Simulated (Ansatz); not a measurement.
AlN with an Al vacancy: field gradients at two levels of theory

Cell: a supercell of AlN (wurtzite type, P6_3mc) built from a COD entry, with the ions relaxed around the defect (PBE).

```xyz
47
Lattice="9.3390 0.0000 0.0000 -3.1130 5.3919 0.0000 0.0000 0.0000 9.9620" Properties=species:S:1:pos:R:3 pbc="T T T"
Al    0.0036    1.7999    4.9414
Al   -1.5861    4.4844    0.0223
Al   -1.5562    4.4940    4.9633
Al    3.1150    1.7870   -0.0011
Al    3.1160    1.7956    4.9771
Al    1.5593    4.5038   -0.0060
Al    1.5569    4.4961    4.9772
Al    6.2510    1.8204    0.0168
Al    6.2265    1.7970    4.9819
Al    4.6715    4.4903    0.0066
Al    4.6660    4.4929    4.9831
Al    1.5519    0.8988    2.4565
Al    1.5596    0.8920    7.4765
Al   -0.0021    3.5923    2.4532
Al   -0.0065    3.6002    7.4784
Al    4.6709    0.8999    2.4849
Al    4.6780    0.9008    7.4858
Al    3.1066    3.5894    2.4852
Al    3.1160    3.5965    7.4748
Al    7.7814    0.8962    2.4679
Al    7.8078    0.9142    7.4824
Al    6.2211    3.5957    2.4977
Al    6.2318    3.5982    7.4680
N    -0.0079    1.7931    2.0758
N     0.0132    1.8054    6.8616
N    -1.5703    4.4873    1.9163
N    -1.5674    4.4874    6.8431
N     3.1195    1.7960    1.9031
N     3.1262    1.8028    6.8682
N     1.5629    4.5001    1.9002
N     1.5672    4.4993    6.8703
N     6.2213    1.8044    1.9149
N     6.2314    1.8024    6.8735
N     4.6626    4.4817    1.9079
N     4.6734    4.4946    6.8771
N     1.5711    0.8960    4.3832
N     1.7108    0.7930    9.3190
N     0.0047    3.6096    4.3815
N    -0.0174    3.7902    9.3223
N     4.6729    0.9006    4.3850
N     4.7076    0.9238    9.3826
N     3.1119    3.5930    4.3859
N     3.1084    3.5807    9.3754
N     7.7689    0.8895    4.3952
N     7.6488    0.8207    9.3349
N     6.2191    3.5932    4.3896
N     6.2143    3.5967    9.3715
```

Atoms are numbered from 1 in the order listed; like atoms form one site, named after its first atom.

First run. Method: Kohn–Sham DFT in Ansatz, PBE, plane waves and PAW, scalar-relativistic, collinear spin, 420 eV cutoff, Γ-centred 3×4×2 k-points, Fermi–Dirac smearing 0.01 eV, cell charge -1. Start moments as typed (μB): 0 0 0 0 0 0 0 0 0 0 0 0 0 0 0 0 0 0 0 0 0 0 0 0.5 0 0 0 0 0 0 0 0 0 0 0 0 0.5 0 0.5 0 0 0 0 0 0.5 0 0 by atom.

```tsv
site	atom	V_zz (10²¹ V/m²)	η	m (μB)
Al8	8	-1.26	0.40	0.00
Al10	10	-1.34	0.41	0.00
Al21	21	-1.08	0.21	0.00
N24	24	3.88	0.03	0.26
N34	34	0.13	0.33	0.00
N35	35	0.14	0.91	0.01
N36	36	0.069	0.49	0.02
N37	37	4.47	0.09	0.33
N38	38	0.070	0.56	0.02
N39	39	4.69	0.09	0.33
N41	41	-0.44	0.25	0.05
N44	44	-0.099	0.75	0.02
N45	45	5.10	0.11	0.32
N47	47	0.42	0.74	0.00
```

Second run. The same atoms and settings, except that the functional is r2SCAN and the cutoff is 500 eV.

Task: Given the first result, estimate the second.

Result: 

| site | atom | V_zz | η | change of V_zz | m (μB) |
| --- | --- | --- | --- | --- | --- |
| Al8 | 8 | -1.16 | 0.44 | +0.10 | 0.00 |
| Al10 | 10 | -1.25 | 0.43 | +0.09 | 0.00 |
| Al21 | 21 | -1.01 | 0.17 | +0.07 | 0.00 |
| N24 | 24 | 3.99 | 0.03 | +0.11 | 0.28 |
| N34 | 34 | 0.13 | 0.07 | 0.00 | 0.00 |
| N35 | 35 | 0.14 | 0.56 | 0.00 | 0.01 |
| N36 | 36 | -0.097 | 0.66 | – | 0.02 |
| N37 | 37 | 4.82 | 0.09 | +0.35 | 0.35 |
| N38 | 38 | -0.10 | 0.75 | – | 0.02 |
| N39 | 39 | 5.11 | 0.09 | +0.42 | 0.35 |
| N41 | 41 | -0.53 | 0.26 | -0.09 | 0.04 |
| N44 | 44 | -0.17 | 0.44 | -0.08 | 0.02 |
| N45 | 45 | 6.08 | 0.09 | +0.98 | 0.37 |
| N47 | 47 | -0.40 | 0.93 | – | 0.00 |

The largest change of V_zz along a kept axis is on N45, from 5.10 to 6.08. In per cent, |V_zz| changes by +3 to +19 on N (all sites that start above 2). Where |V_zz| stays above 0.1 and the axes keep their order, η moves most on N35, from 0.91 to 0.56. On N47, N38, N36, N28 (not all in the table) the largest principal value lies along another axis in the second run, so the two V_zz can't be compared directly. The table leaves out 33 of the 47 sites, with |V_zz| up to 1.67; their tensors move by 0.06 at most along any direction. The statements above cover all sites. The absolute magnetisation of the cell goes from 2.2 to 2.3 μB. The first run finds no gap above 0.1 eV, the second does.

The defect repeats with the cell of 47 atoms, so it feels its images: sites between two images don't show the values beside a lone defect, and zeros or small values of η there can come from the images' arrangement. Al and N carry a gradient in the pure host already, so the values there aren't the defect's effect alone. A uniform background compensates the cell's charge.
For the first run: The centre was started off its lattice site, so that it could distort. The defect cell has no gap above 0.1 eV on its mesh, so the values can hang on the smearing and the k-mesh.
For the second run: The program didn't check the stability of this electronic state in full, so a lower one may lie near. With these PAW files V_zz is typically within 2 to 3 % of all-electron values, but misses above 10 % occur on Al. With a gap of 0.1 eV on this mesh, small gradients can still move by 0.1 × 10²¹ V/m² or more as the k-mesh gets denser.
